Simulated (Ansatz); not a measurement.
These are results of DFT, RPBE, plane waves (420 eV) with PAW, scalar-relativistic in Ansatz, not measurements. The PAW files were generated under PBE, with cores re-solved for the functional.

An element in the hcp structure gives this curve. The cell is scaled uniformly from the relaxed one, with fractional coordinates and shape fixed. Energies are extrapolated to zero smearing, pressures are those at the given smearing. Magnetic state: spin not included.

```csv
V (Å³/atom),E − E₀ (meV/atom),P (GPa)
12.820,65.3,14.10
13.402,25.5,8.14
13.985,5.2,3.44
14.568,0.2,-0.26
15.151,7.1,-3.23
15.733,23.6,-5.62
16.316,48.0,-7.56
```

Question: Which element is it?
A. zinc
B. tungsten
C. silicon
D. platinum

Answer: C. Its fit is V₀ = 14.50 Å³/atom, B₀ = 85 GPa, B₀′ = 4.8.
